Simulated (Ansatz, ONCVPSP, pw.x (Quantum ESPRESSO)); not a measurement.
# Be (Z = 4): does the ONCV potential hold in the solid?

Be, optimised norm-conserving Vanderbilt (ONCV), made with ONCVPSP 4.0.1.1 (patched build) (PBE, scalar-relativistic). Core [He], reference 2s1.5 2p0.5. Waves: 2s: rc 2.15 bohr, ncon 4, nbas 7, qcut 2.4 1/bohr, 2 projectors, debl 2.1 Ha; 2p: rc 4.00 bohr, ncon 5, nbas 10, qcut 2.8 1/bohr, 1 projector. Local part: polynomial inside 2.05 bohr (lpopt 1, dvloc0 0 Ha). Core correction: none.

Atomic tests: cutoffs needed: 8.7 Ha and 23 Ha (the cutoffs (Ha) at which the residual kinetic energy of the hardest occupied pseudo-wave falls to 1 and 0.1 mHa per electron); ghost test: no bound ghost flagged; no localised positive-energy state flagged; largest excitation error: -116 meV (all-electron minus pseudo) for 2s0 2p1, out of 4 test configurations.

Crystal test: sc Be in pw.x 7.5, no spin, 15³ k-points, Fermi–Dirac smearing 0.01 Ry, cutoffs 55/220 Ry. The reference is all-electron LAPW (Ansatz 0.2.0) with the same functional, mesh and smearing; V0 and B0 come from Birch–Murnaghan fits to the pressures at five volumes. Errors are pseudo minus all-electron; Δ is the rms difference of the E(V) curves that follow from these fits, minima aligned, over ±6 % about the mean V0. Mesh and smearing are coarse, so the numbers serve the comparison and aren't converged zero-temperature values; the lattice is a test structure that the element need not adopt.

All-electron: a0 = 2.173 Å (V0 = 10.26 Å³/atom), B0 = 75.0 GPa.

Question: How far does the potential miss the all-electron equation of state?

Answer: mean pressure error (GPa): -15.53. The pressure does not cross zero within the volumes sampled, so no fit is given. The largest radius (4.00 bohr) exceeds half the bond length (2.04 bohr), so the spheres overlap, which is one possible source of error among others. This is a poor potential for the solid.

| V (Å³/atom) | P all-electron (GPa) | P pseudo (GPa) |
| --- | --- | --- |
| 9.631 | 5.30 | -12.91 |
| 9.885 | 3.01 | -13.75 |
| 10.138 | 0.95 | -14.47 |
| 10.391 | -0.91 | -15.09 |
| 10.645 | -2.57 | -15.63 |

Question: At the middle volume, how do free energy and pressure move when the wave cutoff is lowered (ecutrho kept at four times it)?

Answer:

```tsv
cutoff (Ry)	shift of F (meV/atom)	shift of P (GPa)
25	+20.1	+0.09
33	+17.7	-0.15
44	+4.8	-0.35
```

The run at the middle volume (120 k-points, 5 iterations) took about 3.3 s on one core of a shared host (Neoverse-N1, 64 threads, 124 GiB, load 52).
